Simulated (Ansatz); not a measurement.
Method: DFT LDA, scalar-relativistic, plane waves, PAW in Ansatz.

Settings: cutoff 420 eV, Γ-centred mesh 6×6×4 on the computed 4-atom cell, Gaussian smearing of 0.02 eV; no spin polarisation.

Structure with the computed forces (eV/Å) in the last three columns:

```xyz
4
Lattice="4.3961 0.0000 0.0000 -2.1981 3.8072 0.0000 0.0000 0.0000 7.2858" Properties=species:S:1:pos:R:3:forces:R:3 pbc="T T T" pressure_GPa=32.47
N     0.0000    2.5381    2.2925    0.0000    0.0000   39.6760
N     0.0000    2.5381    1.3504    0.0000    0.0000  -39.6760
N     2.1981    1.2691    5.9354    0.0000    0.0000   39.6760
N     2.1981    1.2691    4.9932    0.0000    0.0000  -39.6760
```

Stress tensor (GPa, compression positive):

```
-0.18  0.00  0.00
 0.00 -0.18  0.00
 0.00  0.00 97.77
```

The cell holds molecules, and where no dispersion correction was added their binding is poorly described. Some atoms are far too close here, so the PAW spheres overlap strongly and the numbers are rough.